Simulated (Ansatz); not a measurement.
Runs of Ansatz 0.2.0 on GaP. The structure is cubic, space group F-43m (No. 216). The conventional cell has a = 5.451 Å, b = 5.451 Å, c = 5.451 Å, α = 90.00°, β = 90.00°, γ = 90.00°. Ga (site symmetry -43m) has 4 P at 2.36 Å as nearest neighbours. Around P (site symmetry -43m) lie 4 Ga at 2.36 Å. 

| task | level | potentials or basis | spin | k mesh | cutoff (eV) | smearing | gap on the mesh (eV) | pressure (GPa) |
| --- | --- | --- | --- | --- | --- | --- | --- | --- |
| phonons | PBEsol | all-electron LAPW, scalar-relativistic | off | 6 × 6 × 6 | 302 | fermi-dirac 0.05 eV | (a) | - |
| single point | PBEsol | all-electron LAPW, scalar-relativistic | off | 8 × 8 × 8 | 278 | gaussian 0.05 eV | 1.52 | (b) |
| band structure | BLYP | all-electron LAPW, scalar-relativistic | off | 8 × 8 × 8 | 278 | fermi-dirac 0.05 eV | 1.66 | 6.3 |
| band structure | LDA | all-electron LAPW, relativistic spinors | SOC, no magnetisation | 6 × 6 × 6 | 279 | fermi-dirac 0.05 eV | 1.46 | -2.7 |

Alike in all rows: cell as given; basis error allowed 0.001 eV/atom.

**Question.** Estimate the missing entries.

**Answer.** (a) 1.51; (b) -0.6.

A k mesh can miss the band edges, and rows without SOC leave out spin-orbit coupling on Ga.

Runs at the PBE level aren't shown here.
